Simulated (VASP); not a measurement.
**VASP 6.6.1, PBE single-point calculation, WSe$_{2}$ (strained 2H (MoS2) bulk)**

INCAR

```
ISIF = 2
LREAL = .FALSE.
PREC = Accurate
GGA = PE
LCHARG = .FALSE.
ISMEAR = -1
LASPH = .TRUE.
ENCUT = 520
LWAVE = .FALSE.
EDIFF = 1E-7
IBRION = -1
NBANDS = 35
SIGMA = 0.02
NSW = 0
NELM = 120
```

KPOINTS

```
KPOINTS created by Atomic Simulation Environment
0
Gamma
12 12 2
0 0 0
```

KPOINTS_OPT

```
special points
7
Reciprocal
0.0000000000 0.0000000000 0.0000000000 1
0.5000000000 0.0000000000 0.0000000000 1
0.3333333333 0.3333333333 0.0000000000 1
0.0000000000 0.0000000000 0.5000000000 1
0.5000000000 0.0000000000 0.5000000000 1
0.3333333333 0.3333333333 0.5000000000 1
0.1822920000 0.1796870000 0.0000000000 1
```

POSCAR

```
W  Se
 1.0000000000000000
     3.2006774228207231    0.0000000000000000    0.0000000000000000
    -1.6003387114103615    2.7718679574820535    0.0000000000000000
     0.0000000000000000    0.0000000000000000   13.3459314213999996
 W   Se
   2   4
Cartesian
  0.0000000000000001  1.8479119716547023  3.3364828553499999
  1.6003387114103620  0.9239559858273512 10.0094485660500006
  1.6003387114103620  0.9239559858273512  5.0388550564127987
  1.6003387114103620  0.9239559858273512  1.6341106542872024
  0.0000000000000001  1.8479119716547023 11.7118207671127976
  0.0000000000000001  1.8479119716547023  8.3070763649872017
```

VASP ran with the recommended PBE PAW datasets (52 valence electrons in the cell).

Command

```
mpirun -np 1 vasp_std
```

OSZICAR

```
N       E                     dE             d eps       ncg     rms          rms(c)
DAV:   1     0.504123709522E+03    0.50412E+03   -0.28079E+04  2924   0.146E+03
DAV:   2    -0.118248689946E+02   -0.51595E+03   -0.49754E+03  3021   0.396E+02
DAV:   3    -0.439315546948E+02   -0.32107E+02   -0.31443E+02  3242   0.922E+01
DAV:   4    -0.446664999395E+02   -0.73495E+00   -0.73106E+00  3172   0.141E+01
DAV:   5    -0.446759372337E+02   -0.94373E-02   -0.94271E-02  3224   0.174E+00    0.320E+01
DAV:   6    -0.432938862002E+02    0.13821E+01   -0.48863E+00  3029   0.148E+01    0.118E+01
DAV:   7    -0.430946080062E+02    0.19928E+00   -0.26775E+00  2835   0.760E+00    0.563E+00
DAV:   8    -0.429168269852E+02    0.17778E+00   -0.42142E-01  2938   0.435E+00    0.133E+00
DAV:   9    -0.429202296958E+02   -0.34027E-02   -0.61524E-02  3123   0.119E+00    0.101E+00
DAV:  10    -0.429182913883E+02    0.19383E-02   -0.14942E-02  2910   0.825E-01    0.146E-01
DAV:  11    -0.429182617971E+02    0.29591E-04   -0.18448E-03  2918   0.277E-01    0.191E-01
DAV:  12    -0.429182266652E+02    0.35132E-04   -0.70538E-05  3091   0.521E-02    0.115E-01
DAV:  13    -0.429182312236E+02   -0.45583E-05   -0.71928E-05  2949   0.507E-02    0.998E-03
DAV:  14    -0.429182320369E+02   -0.81336E-06   -0.64333E-06  3162   0.128E-02    0.830E-03
DAV:  15    -0.429182321271E+02   -0.90197E-07   -0.55511E-07  2837   0.410E-03
   1 F= -.42918232E+02 E0= -.42918232E+02  d E =-.686533E-11
       N       E                     dE             ncg
DAV:   1     0.136834291587E+04   -0.98974E+04      554
DAV:   2    -0.228440101491E+04   -0.36527E+04      569
DAV:   3    -0.251118106213E+04   -0.22678E+03      612
DAV:   4    -0.251682759971E+04   -0.56465E+01      572
DAV:   5    -0.251692074764E+04   -0.93148E-01      606
DAV:   6    -0.251692376690E+04   -0.30193E-02      609
DAV:   7    -0.251692382909E+04   -0.62196E-04      598
DAV:   8    -0.251692383084E+04   -0.17484E-05      561
DAV:   9    -0.251692383091E+04   -0.71964E-07      478
```

From OUTCAR

```
k-points           NKPTS =     38   k-points in BZ     NKDIM =     38   number of bands    NBANDS=     35

   NELECT =      52.0000    total number of electrons

   dimension x,y,z NGX =    24 NGY =   24 NGZ =  100
   dimension x,y,z NGXF=    48 NGYF=   48 NGZF=  200

  energy-cutoff  :      520.00
  volume of cell :      118.40
      direct lattice vectors                 reciprocal lattice vectors
     3.200677423  0.000000000  0.000000000     0.312433859  0.180383773  0.000000000
    -1.600338711  2.771867957  0.000000000     0.000000000  0.360767546  0.000000000
     0.000000000  0.000000000 13.345931421     0.000000000  0.000000000  0.074929203

 k-points in reciprocal lattice and weights: KPOINTS created by Atomic Simulation Env
   0.00000000  0.00000000  0.00000000       0.003
   0.08333333 -0.00000000  0.00000000       0.021
   0.16666667 -0.00000000  0.00000000       0.021
   0.25000000 -0.00000000  0.00000000       0.021
   0.33333333 -0.00000000  0.00000000       0.021
   0.41666667 -0.00000000  0.00000000       0.021
   0.50000000 -0.00000000  0.00000000       0.010
   0.08333333  0.08333333  0.00000000       0.021
   ...

 E-fermi :   6.9680

 k-point     1 :       0.0000    0.0000    0.0000
  band No.  band energies     occupation
      1     -67.6672      2.00000
      2     -67.6671      2.00000
      3     -31.9815      2.00000
      4     -31.9815      2.00000
      5     -31.7598      2.00000
      6     -31.7598      2.00000
      7     -31.7598      2.00000
      8     -31.7598      2.00000
      9      -8.9781      2.00000
     10      -8.7788      2.00000
     11      -7.7965      2.00000
     12      -7.4621      2.00000
     13      -0.7847      2.00000
     14       0.1425      2.00000
     15       2.6910      2.00000
     16       4.0673      2.00000
     17       4.0673      2.00000
     18       4.0777      2.00000
     19       4.0777      2.00000
     20       4.9769      2.00000
     21       5.0814      2.00000
     22       5.2637      2.00000
     23       5.2637      2.00000
     24       5.2998      2.00000
     25       5.2998      2.00000
     26       6.2456      2.00000
     27       9.4721      0.00000
     28       9.4721      0.00000
     29       9.5147      0.00000
     30       9.5147      0.00000
     31       9.5386      0.00000
     32       9.5386      0.00000
     33       9.6917      0.00000
     34       9.6917      0.00000
     35      11.4859      0.00000

 k-point     2 :       0.0833   -0.0000    0.0000
  band No.  band energies     occupation
      1     -67.6661      2.00000
      2     -67.6661      2.00000
      3     -31.9775      2.00000
      4     -31.9775      2.00000
      5     -31.7810      2.00000
      6     -31.7810      2.00000
      7     -31.7647      2.00000
      8     -31.7647      2.00000
      9      -8.8610      2.00000
     10      -8.6620      2.00000
     11      -7.7299      2.00000
     12      -7.4036      2.00000
     13      -0.6353      2.00000
     14       0.2934      2.00000
     15       2.6118      2.00000
     16       3.7232      2.00000
     17       3.7425      2.00000
     18       4.1799      2.00000
     19       4.1956      2.00000
     20       4.4151      2.00000
     21       5.0625      2.00000
     22       5.1039      2.00000
     23       5.1290      2.00000
     24       5.1761      2.00000
     25       5.5238      2.00000
     26       6.1349      2.00000
     27       9.0856      0.00000
     28       9.2301      0.00000
     29       9.2366      0.00000
     30       9.2693      0.00000
     31       9.3720      0.00000
     32       9.5508      0.00000
     33       9.6396      0.00000
     34       9.7217      0.00000
     35      12.1009      0.00000

 k-point     3 :       0.1667   -0.0000    0.0000
  band No.  band energies     occupation
      1     -67.6633      2.00000
      2     -67.6633      2.00000
      3     -31.9664      2.00000
      4     -31.9664      2.00000
      5     -31.8386      2.00000
      6     -31.8386      2.00000
      7     -31.7781      2.00000
      8     -31.7781      2.00000
      9      -8.5234      2.00000
     10      -8.3264      2.00000
     11      -7.5378      2.00000
     12      -7.2360      2.00000
     13      -0.2169      2.00000
     14       0.7068      2.00000
     15       2.3790      2.00000
     16       2.8877      2.00000
     17       2.9373      2.00000
     18       3.5961      2.00000
     19       4.4888      2.00000
     20       4.5202      2.00000
     21       4.5976      2.00000
     22       4.6491      2.00000
     23       4.7451      2.00000
     24       5.1908      2.00000
     25       5.3363      2.00000
     26       5.7461      2.00000
     27       8.1798      0.00000
     28       8.7812      0.00000
     29       8.9296      0.00000
     30       9.0213      0.00000
     31       9.2270      0.00000
     32       9.2708      0.00000
     33      10.0012      0.00000
     34      10.1658      0.00000
     35      12.8604      0.00000

 k-point     4 :       0.2500   -0.0000    0.0000
  band No.  band energies     occupation
      1     -67.6594      2.00000
      2     -67.6594      2.00000
      3     -31.9512      2.00000
      4     -31.9512      2.00000
      5     -31.9164      2.00000
      6     -31.9164      2.00000
      7     -31.7965      2.00000
      8     -31.7965      2.00000
      9      -8.0082      2.00000
     10      -7.8191      2.00000
     11      -7.2463      2.00000
     12      -6.9859      2.00000
     13       0.3413      2.00000
     14       1.1603      2.00000
     15       1.8954      2.00000
     16       1.9687      2.00000
     17       2.0721      2.00000
     18       2.6640      2.00000
     19       4.0859      2.00000
     20       4.1461      2.00000
     21       4.1550      2.00000
     22       4.8198      2.00000
     23       4.8966      2.00000
     24       4.9609      2.00000
     25       5.0266      2.00000
     26       5.1975      2.00000
     27       7.7664      0.00000
     28       8.6536      0.00000
     29       8.7439      0.00000
     30       8.9364      0.00000
     31       9.0045      0.00000
     32       9.7395      0.00000
     33      10.3220      0.00000
     34      10.5890      0.00000
     35      12.9582      0.00000

 k-point     5 :       0.3333   -0.0000    0.0000
  band No.  band energies     occupation
      1     -67.6556      2.00000
      2     -67.6556      2.00000
      3     -31.9931      2.00000
      4     -31.9931      2.00000
      5     -31.9359      2.00000
      6     -31.9359      2.00000
      7     -31.8147      2.00000
      8     -31.8147      2.00000
      9      -7.3989      2.00000
     10      -7.2311      2.00000
     11      -6.9081      2.00000
     12      -6.7065      2.00000
     13       0.4259      2.00000
     14       0.7265      2.00000
     15       1.3545      2.00000
     16       1.3881      2.00000
     17       1.7403      2.00000
     18       2.0296      2.00000
     19       3.6599      2.00000
     20       3.7261      2.00000
     21       3.7740      2.00000
     22       4.3583      2.00000
     23       4.7174      2.00000
     24       4.9532      2.00000
     25       5.2474      2.00000
     26       5.3664      2.00000
     27       8.0444      0.00000
     28       8.7235      0.00000
     29       8.8041      0.00000
     30       8.8573      0.00000
     31       9.2874      0.00000
     32      10.2905      0.00000
     33      10.5057      0.00000
     34      10.8691      0.00000
     35      12.2089      0.00000

 k-point     6 :       0.4167   -0.0000    0.0000
  band No.  band energies     occupation
      1     -67.6528      2.00000
      2     -67.6527      2.00000
      3     -32.0486      2.00000
      4     -32.0486      2.00000
      5     -31.9247      2.00000
      6     -31.9247      2.00000
      7     -31.8280      2.00000
      8     -31.8280      2.00000
      9      -6.8499      2.00000
     10      -6.7239      2.00000
     11      -6.6129      2.00000
     12      -6.4837      2.00000
     13      -0.2380      2.00000
     14      -0.0110      2.00000
     15       0.8561      2.00000
     16       1.0488      2.00000
     17       1.5348      2.00000
     18       2.1542      2.00000
     19       3.3848      2.00000
     20       3.4545      2.00000
     21       3.6773      2.00000
     22       4.0349      2.00000
     23       4.8191      2.00000
     24       5.0834      2.00000
     25       5.4327      2.00000
     26       5.6064      2.00000
     27       8.6313      0.00000
     28       8.9321      0.00000
     29       8.9920      0.00000
     30       9.1133      0.00000
     31       9.5158      0.00000
     32      10.5790      0.00000
     33      10.6280      0.00000
     34      11.0078      0.00000
     35      11.1480      0.00000

 ...

  Total        8.0866077      8.0866077      4.0368476      0.0000000     -0.0000000      0.0000000
  in kB      109.4242618    109.4242618     54.6247679      0.0000000     -0.0000000      0.0000000
  external PRESSURE =      91.1577638 kB  Pullay stress =       0.0000000 kB

 POSITION                                       TOTAL-FORCE (eV/Angst)
 -----------------------------------------------------------------------------------
      0.00000      1.84791      3.33648        -0.000000      0.000000     -0.000000
      1.60034      0.92396     10.00945        -0.000000     -0.000000     -0.000000
      1.60034      0.92396      5.03886        -0.000000      0.000000      0.364948
      1.60034      0.92396      1.63411         0.000000      0.000000     -0.364948
      0.00000      1.84791     11.71182         0.000000      0.000000      0.364948
      0.00000      1.84791      8.30708        -0.000000      0.000000     -0.364948
 -----------------------------------------------------------------------------------
    total drift:                                0.000000     -0.000000     -0.000000

  FREE ENERGIE OF THE ION-ELECTRON SYSTEM (eV)
  ---------------------------------------------------
  free  energy   TOTEN  =       -42.9182321271 eV

  energy  without entropy=      -42.9182321271  energy(sigma->0) =      -42.91823213
```

The gap between bands v and c is 1.03 eV and the least direct gap is 1.81 eV. The pressure is 9.1 GPa and the largest force is 0.36 eV/Å.

Band v is the last that the valence electrons fill when counted band by band, and c is the next.

The run took about 3 min on one core of a shared host (Intel Xeon Platinum 8488C) and held 0.36 GiB at most.
